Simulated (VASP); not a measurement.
Runs of VASP 6.6.1 on SnS2 (Berndtite-2T). The structure is trigonal, space group P-3m1 (No. 164). The conventional cell has a = 3.667 Å, b = 3.667 Å, c = 5.811 Å, α = 90.00°, β = 90.00°, γ = 120.00°. Around Sn (site symmetry -3m) lie 6 S at 2.58 Å. S (site symmetry 3m) is surrounded by 3 Sn at 2.58 Å. 

```tsv
task	level	potentials or basis	spin	cell	k mesh	cutoff (eV)	monkhorst-Pack mesh	gap on the mesh (eV)	pressure (GPa)	largest force (eV/Å)
dielectric tensor	PBE	VASP PAW PBE potentials, release 64 (Sn_d, S)	off	P-3m1, 22.56 Å³/atom	15 × 15 × 8	520	no	1.27	-	-
band structure	TB-mBJ	VASP PAW PBE potentials, release 64 (Sn_d, S)	off	P-3m1, 22.56 Å³/atom	9 × 9 × 5	520	-	2.07	-	-
relaxation of cell and atoms	PBE+D3(BJ)	VASP PAW PBE potentials, release 64 (Sn_d, S)	off	relaxed	9 × 9 × 5	600	-	1.31	0.0	-
band structure	PBE	VASP PAW PBE potentials, release 64 (Sn_d, S)	off	P-3m1, 22.56 Å³/atom	9 × 9 × 5	520	-	1.31	2.5	0.01
optical spectrum	PBE	VASP PAW PBE potentials, release 64 (Sn_d, S)	off	P-3m1, 22.56 Å³/atom	9 × 9 × 5	520	-	1.31	(b)	0.01
band structure	PBE	VASP PAW PBE potentials, release 64 (Sn_d, S)	SOC, no magnetisation	P-3m1, 22.56 Å³/atom	6 × 6 × 4	520	-	-	2.5	0.01
band structure	LDA	VASP PAW LDA potentials, release 64 (Sn_d, S)	off	P-3m1, 22.56 Å³/atom	9 × 9 × 5	520	-	1.14	-2.4	(a)
```

Alike in all rows: smearing gaussian 0.03 eV.

**Question.** Estimate the missing entries.

**Answer.** (a) 0.22; (b) 2.4.

Caveats: spin-orbit coupling is left out, which moves the levels of the heavy elements (some runs); this functional lacks dispersion, which binds the layers, so the pressure and a relaxed spacing across them are unreliable (some runs); an odd mesh through Γ misses points on the zone boundary, where band edges often lie (some runs); the PAW data sets were made with another functional, which shifts forces and pressure a little (some runs); spectra need much finer meshes, so this one isn't converged (some runs); independent-particle spectra lack excitons (some runs).

A k mesh can miss the band edges, and rows without SOC leave out spin-orbit coupling on Sn.
